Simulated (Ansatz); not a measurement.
Runs of Ansatz 0.2.0 on TiO2. The structure is trigonal, space group R-3m (No. 166). The conventional cell has a = 2.995 Å, b = 2.995 Å, c = 20.945 Å, α = 90.00°, β = 90.00°, γ = 120.00°. Ti (site symmetry -3m) is surrounded by 6 O at 1.98 Å. Around O (site symmetry 3m) lie 3 Ti at 1.98 Å. Measurements of this composition are mostly on another form, of space group No. 141.

```csv
level,share of exact exchange,gap on the mesh (eV),pressure (GPa),largest force (eV/Å)
r2SCAN0,0.25,5.34,-6.5,0.93
r2SCAN0 form with a typed share of exact exchange,0.1,3.95,-4.7,0.64
r2SCAN0 form with a typed share of exact exchange,0.5,7.80,-9.3,1.37
r2SCAN0 form with a typed share of exact exchange,0.35,6.31,(b),1.11
r2SCAN0 form with a typed share of exact exchange,0,3.07,(a),0.44
r2SCAN0 form with a typed share of exact exchange,0.15,4.41,-5.3,0.74
```

Alike in all rows: task single point; potentials or basis Ansatz PAW; no spin polarisation; cell as given; k mesh 6 × 6 × 6; cutoff (eV) 500; smearing fermi-dirac 0.05 eV.

Estimate the missing entries.

(a) -3.4; (b) -7.7.

Caveats: the PAW data sets come from PBE, with cores solved anew for the run's functional, which leaves a small shift of forces and pressure; the thresholds are loose for stress (some runs); forces of over 1 eV/Å show positions far from the minimum, so gaps and moduli don't describe the material at rest (some runs).

A k mesh can miss the band edges.
